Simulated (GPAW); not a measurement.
Input of a GPAW 26.7.0 run:

Contents of run.py:

```python
from ase.dft.bandgap import bandgap
from ase.io import read, write
from ase.units import GPa
from gpaw import GPAW, PW

atoms = read('POSCAR')

calc = GPAW(mode=PW(600),
            xc='MGGA_X_R2SCAN+MGGA_C_R2SCAN',
            kpts={'size': (9, 9, 9), 'gamma': True},
            occupations={'name': 'fermi-dirac', 'width': 0.05},
            nbands=11,
            convergence={'density': 1e-05, 'energy': 1e-05},
            maxiter=150,
            txt='gpaw.txt')
atoms.calc = calc
energy = atoms.get_potential_energy()
forces = atoms.get_forces()
stress = atoms.get_stress()
calc.write('gs.gpw')
write('result.traj', atoms)
print(f'Energy: {energy:.6f} eV')
print('Forces (eV/A):')
print(forces.round(4))
print('Stress (GPa):', (stress / GPa).round(3))
print('Fermi level:', round(calc.get_fermi_level(), 4), 'eV')
print(f'Gap: {bandgap(calc)[0]:.4f} eV, direct: {bandgap(calc, direct=True)[0]:.4f} eV')

path = atoms.cell.bandpath('GXWKGLUWLK,UX', npoints=60, eps=1e-4)
bs_calc = calc.fixed_density(kpts=path, symmetry='off', nbands=20,
                             convergence={'bands': 'CBM+6.0', 'eigenstates': 1e-6}, txt='bands.txt')
bs = bs_calc.band_structure()
bs.write('bs.json')
print(f'Gap on the path: {bandgap(bs_calc)[0]:.4f} eV')
```

Contents of POSCAR:

```
GaAs
1.0
    0.0000000000      2.6958900000      2.6958900000
    2.6958900000      0.0000000000      2.6958900000
    2.6958900000      2.6958900000      0.0000000000
Ga As
1 1
Direct
    0.0000000000      0.0000000000      0.0000000000
    0.5000000000      0.5000000000      0.5000000000
```

Potentials or basis: GPAW PAW data sets (gpaw-data 1.2.1), pw.

Command:

```bash
$ OMP_NUM_THREADS=1 python run.py
```

Question: Predict the pressure.

Answer: -2.7 GPa.

Question: Predict the band gap along the path.

Answer: None (metal or under the smearing width).

Levels at the corners of the path, in eV from the Fermi level:
```tsv
point	band 1	band 2	band 3	band 4	band 5	band 6	band 7	band 8
Γ	-13.64	-0.03	-0.03	-0.03	0.25	7.75	7.75	7.75
X	-10.57	-5.67	-3.64	-2.67	-2.67	4.05	10.63	10.63
W	-10.38	-5.86	-4.51	-4.51	2.47	4.37	8.19	8.19
K	-10.50	-6.18	-5.06	-1.98	-0.38	6.50	7.30	8.91
Γ	-13.64	-0.03	-0.03	-0.03	0.25	7.75	7.75	7.75
L	-11.27	-7.88	0.16	0.16	3.12	3.15	3.15	4.61
U	-10.50	-6.18	-5.06	-1.98	-0.38	6.50	7.30	8.91
W	-10.38	-5.86	-4.51	-4.51	2.47	4.37	8.19	8.19
L	-11.27	-7.88	0.16	0.16	3.12	3.15	3.15	4.61
K	-10.50	-6.18	-5.06	-1.98	-0.38	6.50	7.30	8.91
U	-10.50	-6.18	-5.06	-1.98	-0.38	6.50	7.30	8.91
X	-10.57	-5.67	-3.64	-2.67	-2.67	4.05	10.63	10.63
```

Caveat: the PAW data sets were made with another functional, which shifts forces and pressure a little.
